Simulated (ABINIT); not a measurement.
An input for ABINIT 10.8.3 (SiC (P6_3mc)):

```
acell 3*1.0 Angstrom
rprim 
  3.073513928196 0.000000000001 0.000000000000
  -1.536756964099 2.661741140703 0.000000000000
  0.000000000000 0.000000000000 5.045247710000
ntypat 2
znucl 14 6
natom 4
typat 1 1 2 2
xred 
  0.333333333333 0.666666666667 0.499602400000
  0.666666666667 0.333333333333 0.999602400000
  0.333333333333 0.666666666667 0.875397600000
  0.666666666667 0.333333333333 0.375397600000
pp_dirpath "pseudos"
pseudos "Si.upf, C.upf"
ecut 37
ngkpt 6 6 4
nshiftk 1
shiftk 0 0 0
kptopt 1
chksymbreak 0
istwfk *1
occopt 1
irdwfk 1
optdriver 3
nband 180
ecuteps 8.4
inclvkb 2
awtr 1
symchi 1
gwcalctyp 2
nfreqre 30
freqremax 40 eV
nfreqim 4
spmeth 1
nomegasf 120
indata_prefix "in"
outdata_prefix "out"
tmpdata_prefix "tmp"
```

```sh
OMP_NUM_THREADS=1 mpirun -n 4 abinit run.abi > log
```

**Question.** Estimate wall time and host memory on 4 MPI ranks of Arm Neoverse V1, shared host.

It took 11 min; on shared hardware allow 5.3 min to 21 min. Peak host memory was 2.5 GiB.

[Paths, hosts, dates, memory and timing lines, banners, echoed tables and standing remarks are left out of the program output.]

[Logs are printed without paths, hosts, clocks, repeated set-up lines and the standing remarks that a program may print on its own settings, such as how far it seeks lower states.]

[Runs of the session that timed out or met a known fault of the program may be left out.]

[Hosts, paths, dates, database ids (printed as entryN), source tags and the programs' standing remarks are cut or masked in the printed files.]

[G0W0 gaps are taken among the corrected bands and points alone; a level outside them can change the order at an edge.]

[Where Ansatz stands beside ABINIT at settings called matched, ABINIT's density can come from a denser mesh and the files from another edition; pairs whose starting gaps differed by over 0.03 eV were left out, so agreement reads better than it is.]
